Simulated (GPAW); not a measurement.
# Ga (I4/mmm) in GPAW: a series of runs

One crystal, Ga, is run at these levels: PBE, RPBE; tasks: optical spectrum.

All numbers are computed with GPAW 26.7.0; they aren't measurements. Logs are shortened: lines on timing, memory, paths and dates and some standing lists are left out, and cuts for length are marked. The log counts tension as positive stress, the text compression.

## Step 1: Starting point

Symmetry: I4/mmm, No. 139, tetragonal system. Conventional cell: a = 2.769 Å, b = 2.769 Å, c = 4.622 Å, α = 90.00°, β = 90.00°, γ = 90.00°. Ga (site symmetry 4/mmm) is surrounded by 12 Ga at 2.77 to 3.03 Å.

This isn't the form of Ga at room conditions, which is orthorhombic.

## Step 2: Optical spectrum, PBE

The input, run.py:

```python
from ase.dft.bandgap import bandgap
from ase.io import read, write
from gpaw import GPAW, PW
from gpaw.response.df import DielectricFunction

atoms = read('POSCAR')

calc = GPAW(mode=PW(500),
            xc='PBE',
            kpts={'size': (11, 11, 11), 'gamma': True},
            occupations={'name': 'fermi-dirac', 'width': 0.05},
            nbands=7,
            convergence={'density': 1e-06},
            maxiter=150,
            txt='gpaw.txt')
atoms.calc = calc
energy = atoms.get_potential_energy()
calc.write('gs.gpw')
write('result.traj', atoms)
print(f'Energy: {energy:.6f} eV')
print('Fermi level:', round(calc.get_fermi_level(), 4), 'eV')
print(f'Gap: {bandgap(calc)[0]:.4f} eV, direct: {bandgap(calc, direct=True)[0]:.4f} eV')

dense = calc.fixed_density(kpts={'size': (34, 34, 34), 'gamma': True},
                           nbands=18, convergence={'bands': 12, 'eigenstates': 1e-7},
                           update_fermi_level=True, txt='dense.txt')
dense.write('dense.gpw', mode='all')

df = DielectricFunction('dense.gpw', frequencies={'type': 'nonlinear', 'domega0': 0.05, 'omega2': 10},
                        eta=0.1, ecut=50, nbands=12, rate='eta', txt='df.txt')
for direction in ['x', 'z']:
    df.get_dielectric_function(xc='RPA', direction=direction, filename=f'df_{direction}.csv')
```

The input, POSCAR:

```
Ga
1.0
   -1.3843987196      1.3843987196      2.3112238365
    1.3843987196     -1.3843987196      2.3112238365
    1.3843987196      1.3843987196     -2.3112238365
Ga
1
Direct
    0.0000000000      0.0000000000      0.0000000000
```

Potentials or basis: GPAW PAW data sets (gpaw-data 1.2.1), pw.

Run with:

```
$ OMP_NUM_THREADS=1 python run.py
```

gpaw.txt:

```text
__  _  _
 | _ |_)|_||  |
 |__||  | ||/\| - 26.7.0

Input parameters:
  mode=PW(ecut=500.0),
  convergence={'density': 1e-06},
  kpts=MonkhorstPack(size=(11, 11, 11), gamma=True),
  maxiter=150,
  nbands=7,
  occupations=Occupations(name='fermi-dirac', width=0.05),
  xc=XC(name='PBE')

Diagonalizing LCAO Hamiltonian
Converting LCAO to pw mode

       Ga

Atoms  # Å, Bohr magnetons
|   | symbol |        x |        y |        z |    initial magnetic moments |
|---|--------|----------|----------|----------|-----------------------------|
| 0 |     Ga | 0.000000 | 0.000000 | 0.000000 | ( 0.0000,  0.0000,  0.0000) |

Unit cell  # Å
| periodic |         x |         y |         z |  lengths |     angles |
|----------|-----------|-----------|-----------|----------|------------|
|      yes | -1.384399 |  1.384399 |  2.311224 | 3.029006 | 125.606528 |
|      yes |  1.384399 | -1.384399 |  2.311224 | 3.029006 | 125.606528 |
|      yes |  1.384399 |  1.384399 | -2.311224 | 3.029006 |  80.535805 |

Number of symmetries: 16
Symmetry operations  # r_c * U_cc + t_c -> r_c
|    | kind |            matrix            |
|----|------|------------------------------|
|  0 |  σ   |  1, 1, 1,  0, 0,-1,  0,-1, 0 |
|  1 |  C4  |  1, 1, 1,  0, 0,-1, -1, 0, 0 |
|  2 |  E   |  1, 0, 0,  0, 1, 0,  0, 0, 1 |
|  3 |  σ   |  1, 0, 0,  0, 1, 0, -1,-1,-1 |
|  4 |  σ   |  0, 1, 0,  1, 0, 0,  0, 0, 1 |
|  5 |  C2  |  0, 1, 0,  1, 0, 0, -1,-1,-1 |
|  6 |  C2  |  0, 0, 1, -1,-1,-1,  1, 0, 0 |
|  7 |  S4  |  0, 0, 1, -1,-1,-1,  0, 1, 0 |
|  8 |  C4  |  0, 0,-1,  1, 1, 1,  0,-1, 0 |
|  9 |  σ   |  0, 0,-1,  1, 1, 1, -1, 0, 0 |
| 10 |  σ   |  0,-1, 0, -1, 0, 0,  1, 1, 1 |
| 11 |  C2  |  0,-1, 0, -1, 0, 0,  0, 0,-1 |
| 12 |  C2  | -1, 0, 0,  0,-1, 0,  1, 1, 1 |
| 13 |  i   | -1, 0, 0,  0,-1, 0,  0, 0,-1 |
| 14 |  S4  | -1,-1,-1,  0, 0, 1,  1, 0, 0 |
| 15 |  C2  | -1,-1,-1,  0, 0, 1,  0, 1, 0 |

BZ-sampling:
  Number of BZ points: 1331
  Number of IBZ points: 126

  Monkhorst-Pack size: [11, 11, 11]
  Monkhorst-Pack shift: [0, 0, 0]

K-points  # in reciprocal-cell coordinates
|     |                                coordinates |     weight |
|-----|--------------------------------------------|------------|
|   0 | (  0.00000000,   0.00000000,   0.00000000) | 0.00075131 |
|   1 | (  0.09090909,  -0.09090909,   0.00000000) | 0.00300526 |
|   2 | (  0.09090909,  -0.09090909,   0.09090909) | 0.00300526 |
|   3 | (  0.09090909,   0.00000000,   0.00000000) | 0.00601052 |
|   4 | (  0.09090909,   0.09090909,  -0.09090909) | 0.00150263 |
|   5 | (  0.18181818,  -0.18181818,   0.00000000) | 0.00300526 |
|   6 | (  0.18181818,  -0.18181818,   0.09090909) | 0.00601052 |
|   7 | (  0.18181818,  -0.18181818,   0.18181818) | 0.00300526 |
|   8 | (  0.18181818,  -0.09090909,   0.00000000) | 0.01202104 |
|   9 | (  0.18181818,  -0.09090909,   0.09090909) | 0.00601052 |
| ... |                                            |            |
| 125 | (  0.45454545,   0.45454545,   0.45454545) | 0.00601052 |

Plane wave coefficients: 465
Cutoff: 500.0 eV

Spin-components: 1 (collinear spins)
Bands:           7
Projectors:      5
Spin-degeneracy: 2
Datatype:        complex128

Parallelization:
  kpt:    1
  domain: 1
  band:   1

Density:
  Valence electrons: 3.0
  Components: 1
  Grid points: [16 16 16]
  Charge: 0.0  # |e|

Potential:
  Grid points: [16 16 16]

species:
  Ga:
    name:    Gallium
    Z:       31.0
    valence: 3
    core:    28
    charge:  0.0  # [|e|]
    compensation charges:
      type: gauss
      rc: 0.37  # [Å]
      lmax: 2
    cutoffs:
      filter: 2.06  # [Å]
      core: 4.17  # [Å]
    projectors
    | kind |    occ | energy [eV] | rcut [Å] |
    |------|--------|-------------|----------|
    |   4s |  2.000 |      -8.945 |    1.164 |
    |   4p |  1.000 |      -2.580 |    1.164 |
    |    s |        |      18.266 |    1.164 |
    |    p |        |      24.631 |    1.164 |
    |    d |        |       0.000 |    1.164 |

    Using partial waves for Ga as LCAO basis

Reference energy: -52884.671529  # eV

eigensolver:
  PPCG
  Converge bands: occupied
  niter=2

density mixing:
  MSR1-Mixer
  Pratt-step length: 0.05
  Maximum mixing coefficient: 0.75
  Old densities: 10
  SVD Regularization: 0.005
  Good broyden scale: 1.0
  Trust region scale: 1.0
  Backstep threshold: 4.0
  History deletion threshold: 6.0
  Fourier metric: weight=20.0, sigma=0.015

occupation numbers:
  Fermi-Dirac:
    width: 0.0500  # eV

poisson solver:
  ecut: 4000.0  # eV

xc functional:
  name: PBE with 2 nearest neighbor stencil

convergence criteria:
- Maximum integral of absolute [dens]ity change: 1e-06 electrons / valence electron
- Maximum [total energy] change in last 3 cyles: 0.0005 eV / valence electron
- Maximum integral of absolute [eigenst]ate change: 4e-08 eV^2 / valence electron
maximum number of iterations: 150

SCF iterations
|iter     | |      energy | eigst |  dens |
|---------|-|-------------|-------|-------|
|iter:   1| |   -2.893390 | -0.93 |       |
|iter:   2| |   -2.892447 | -3.46 | -1.06 |
|iter:   3| |   -2.883739 | -3.70 | -1.08 |
|iter:   4| |   -2.883055 | -4.53 | -1.63 |
|iter:   5| |   -2.883054c| -6.08 | -2.91 |
|iter:   6| |   -2.883054c| -6.92 | -3.35 |
|iter:   7| |   -2.883054c| -8.09c| -4.73 |
|iter:   8| |   -2.883054c| -8.90c| -5.21 |
|iter:   9| |   -2.883054c| -9.70c| -6.25c|

Converged in 9 steps
Energy contributions relative to reference atoms: (reference = -52884.671529)

Energy contributions:
  Kinetic:          10.657756
  Coulomb:          -8.514803
  Zero:              0.008909
  External:          0.000000
  Xc:               -5.033200
  Entropy:          -0.003432
  Spinorbit:         0.000000
  ----------------------------
  Free energy:      -2.884770
  Extrapolated:     -2.883054

dipole moment: (-3.564538, -3.564538, -5.950919)  # |e|*Ang

Fermi level: 6.866
Eigenvalues  # (at kpt = [0.000, 0.000, 0.000])
| band index |      eig [eV] | occ [0-2] |
|------------|---------------|-----------|
|          0 |        -4.680 |     2.000 |
|          1 |        19.598 |     0.000 |
|          2 |        19.929 |     0.000 |
|          3 |        19.929 |     0.000 |
|          4 |        21.709 |     0.000 |
|          5 |        22.740 |     0.000 |
|          6 |        22.742 |     0.000 |

No gap
No difference between direct/indirect transitions
# Writing to gs.gpw (mode='')
```

Wall time 5.2 min (1 thread of Arm Neoverse V1, shared host); peak memory 0.92 GiB.

What came out:

```
Free energy            : -2.8848 eV
Band gap on the k mesh : none (metal or under the smearing width)
```

Dielectric function (mean over the directions given):
```tsv
energy (eV)	real part	imaginary part
0.88	-146.59	73.56
1.26	-87.71	58.84
1.77	-63.35	27.31
2.30	-37.99	12.36
2.66	-29.69	7.98
3.17	-20.39	4.75
3.69	-15.46	2.83
4.16	-11.80	2.14
4.51	-9.94	1.68
5.01	-7.86	1.19
5.53	-6.34	0.86
5.91	-5.47	0.71
6.39	-4.50	0.54
6.87	-3.78	0.43
7.38	-3.13	0.34
7.81	-2.69	0.29
8.25	-2.30	0.24
8.80	-1.90	0.20
9.18	-1.66	0.17
9.66	-1.38	0.15
10.16	-1.16	0.13
10.67	-0.95	0.12
11.09	-0.81	0.10
11.52	-0.67	0.09
12.08	-0.52	0.09
12.42	-0.43	0.08
12.88	-0.33	0.07
13.48	-0.21	0.07
13.97	-0.12	0.07
14.35	-0.07	0.07
14.86	0.00	0.06
15.39	0.07	0.06
15.80	0.12	0.06
16.36	0.17	0.05
16.93	0.23	0.05
17.51	0.28	0.05
17.96	0.32	0.05
18.58	0.36	0.05
19.22	0.41	0.04
19.87	0.44	0.05
```

Caveat: the intraband term hangs on this k mesh; the long-wavelength limit can be off by a per cent or two; independent-particle spectra lack excitons.

## Step 3: Optical spectrum, RPBE

run.py: that of step 2 with these lines changed.

```diff
@@ -8,3 +8,3 @@
 calc = GPAW(mode=PW(500),
-            xc='PBE',
+            xc='RPBE',
             kpts={'size': (11, 11, 11), 'gamma': True},
```

POSCAR is that of step 2.

Potentials or basis: the program's PAW data sets (release 1.2.1) made for this functional, pw.

Run with:

```
$ OMP_NUM_THREADS=1 python run.py
```

gpaw.txt:

```text
__  _  _
 | _ |_)|_||  |
 |__||  | ||/\| - 26.7.0

Input parameters:
  mode=PW(ecut=500.0),
  convergence={'density': 1e-06},
  kpts=MonkhorstPack(size=(11, 11, 11), gamma=True),
  maxiter=150,
  nbands=7,
  occupations=Occupations(name='fermi-dirac', width=0.05),
  xc=XC(name='RPBE')

Diagonalizing LCAO Hamiltonian
Converting LCAO to pw mode

       Ga

Atoms  # Å, Bohr magnetons
|   | symbol |        x |        y |        z |    initial magnetic moments |
|---|--------|----------|----------|----------|-----------------------------|
| 0 |     Ga | 0.000000 | 0.000000 | 0.000000 | ( 0.0000,  0.0000,  0.0000) |

Unit cell  # Å
| periodic |         x |         y |         z |  lengths |     angles |
|----------|-----------|-----------|-----------|----------|------------|
|      yes | -1.384399 |  1.384399 |  2.311224 | 3.029006 | 125.606528 |
|      yes |  1.384399 | -1.384399 |  2.311224 | 3.029006 | 125.606528 |
|      yes |  1.384399 |  1.384399 | -2.311224 | 3.029006 |  80.535805 |

Number of symmetries: 16
Symmetry operations  # r_c * U_cc + t_c -> r_c
|    | kind |            matrix            |
|----|------|------------------------------|
|  0 |  σ   |  1, 1, 1,  0, 0,-1,  0,-1, 0 |
|  1 |  C4  |  1, 1, 1,  0, 0,-1, -1, 0, 0 |
|  2 |  E   |  1, 0, 0,  0, 1, 0,  0, 0, 1 |
|  3 |  σ   |  1, 0, 0,  0, 1, 0, -1,-1,-1 |
|  4 |  σ   |  0, 1, 0,  1, 0, 0,  0, 0, 1 |
|  5 |  C2  |  0, 1, 0,  1, 0, 0, -1,-1,-1 |
|  6 |  C2  |  0, 0, 1, -1,-1,-1,  1, 0, 0 |
|  7 |  S4  |  0, 0, 1, -1,-1,-1,  0, 1, 0 |
|  8 |  C4  |  0, 0,-1,  1, 1, 1,  0,-1, 0 |
|  9 |  σ   |  0, 0,-1,  1, 1, 1, -1, 0, 0 |
| 10 |  σ   |  0,-1, 0, -1, 0, 0,  1, 1, 1 |
| 11 |  C2  |  0,-1, 0, -1, 0, 0,  0, 0,-1 |
| 12 |  C2  | -1, 0, 0,  0,-1, 0,  1, 1, 1 |
| 13 |  i   | -1, 0, 0,  0,-1, 0,  0, 0,-1 |
[... 87 lines left out ...]
  Good broyden scale: 1.0
  Trust region scale: 1.0
  Backstep threshold: 4.0
  History deletion threshold: 6.0
  Fourier metric: weight=20.0, sigma=0.015

occupation numbers:
  Fermi-Dirac:
    width: 0.0500  # eV

poisson solver:
  ecut: 4000.0  # eV

xc functional:
  name: RPBE with 2 nearest neighbor stencil

convergence criteria:
- Maximum integral of absolute [dens]ity change: 1e-06 electrons / valence electron
- Maximum [total energy] change in last 3 cyles: 0.0005 eV / valence electron
- Maximum integral of absolute [eigenst]ate change: 4e-08 eV^2 / valence electron
maximum number of iterations: 150

SCF iterations
|iter     | |      energy | eigst |  dens |
|---------|-|-------------|-------|-------|
|iter:   1| |   -2.526120 | -0.91 |       |
|iter:   2| |   -2.525415 | -3.47 | -1.04 |
|iter:   3| |   -2.518497 | -3.65 | -1.06 |
|iter:   4| |   -2.517987 | -4.42 | -1.60 |
|iter:   5| |   -2.517989c| -6.00 | -2.90 |
|iter:   6| |   -2.517989c| -6.79 | -3.32 |
|iter:   7| |   -2.517989c| -7.99c| -4.70 |
|iter:   8| |   -2.517989c| -8.80c| -5.18 |
|iter:   9| |   -2.517989c| -9.66c| -6.25c|

Converged in 9 steps
Energy contributions relative to reference atoms: (reference = -52890.610822)

Energy contributions:
  Kinetic:          10.422839
  Coulomb:          -8.232463
  Zero:              0.007142
  External:          0.000000
  Xc:               -4.713792
  Entropy:          -0.003431
  Spinorbit:         0.000000
  ----------------------------
  Free energy:      -2.519705
  Extrapolated:     -2.517989

dipole moment: (-3.552278, -3.552278, -5.930451)  # |e|*Ang

Fermi level: 7.007
Eigenvalues  # (at kpt = [0.000, 0.000, 0.000])
| band index |      eig [eV] | occ [0-2] |
|------------|---------------|-----------|
|          0 |        -4.544 |     2.000 |
|          1 |        19.825 |     0.000 |
|          2 |        20.125 |     0.000 |
|          3 |        20.125 |     0.000 |
|          4 |        21.798 |     0.000 |
|          5 |        22.831 |     0.000 |
|          6 |        22.834 |     0.000 |

No gap
No difference between direct/indirect transitions
# Writing to gs.gpw (mode='')
```

df.txt:

```text
NonLinearFrequencyDescriptor(from 0.000 to 46.146 eV, 318 points)
NonLinearFrequencyDescriptor(from 0.000 to 46.146 eV, 318 points)

Calculating chi0 body with:
    Ground state adapter containing:
    Number of spins: 1
    Number of kpoints: 39304
    Number of irreducible kpoints: 2844
    Number of completely occupied states: 0
    Number of partially occupied states: 3

    Linear response parametrization:
    q_c: [0.0, 0.0, 0.0]
    Number of frequency points: 318
[... 42 lines left out ...]
    Number of spins: 1
    Number of kpoints: 39304
    Number of irreducible kpoints: 2844
    Number of completely occupied states: 0
    Number of partially occupied states: 3

Symmetries of q_c:
    Direct symmetries (Uq -> q): 16
    Indirect symmetries (TUq -> q): 0
In total 16 allowed symmetries.

Integral kind: intraband
Plasma frequency:
[[12.53-0.j  0.  +0.j  0.  -0.j]
 [ 0.  +0.j 12.53-0.j  0.  -0.j]
 [ 0.  +0.j  0.  +0.j 12.2 -0.j]]

Finished calculating chi0
```

It took 5.2 min on 1 thread of Arm Neoverse V1, shared host; peak memory 0.92 GiB.

What came out:

```yaml
Free_energy: -2.5197 eV
Band_gap_on_the_k_mesh: none (metal or under the smearing width)
```

Dielectric function (mean over the directions given):
| energy (eV) | real part | imaginary part |
| --- | --- | --- |
| 0.88 | -149.65 | 77.35 |
| 1.77 | -64.62 | 27.24 |
| 2.79 | -27.63 | 6.48 |
| 3.69 | -15.64 | 2.81 |
| 4.65 | -9.49 | 1.47 |
| 5.68 | -6.00 | 0.79 |
| 6.55 | -4.29 | 0.50 |
| 7.55 | -2.98 | 0.31 |
| 8.52 | -2.11 | 0.21 |
| 9.47 | -1.51 | 0.15 |
| 10.46 | -1.05 | 0.12 |
| 11.31 | -0.75 | 0.09 |
| 12.30 | -0.48 | 0.08 |
| 13.36 | -0.24 | 0.07 |
| 14.22 | -0.10 | 0.07 |
| 15.26 | 0.04 | 0.06 |
| 16.36 | 0.17 | 0.05 |
| 17.36 | 0.26 | 0.05 |
| 18.58 | 0.36 | 0.05 |
| 19.87 | 0.44 | 0.04 |

Caveat: the intraband term hangs on this k mesh; the long-wavelength limit can be off by a per cent or two; independent-particle spectra lack excitons.
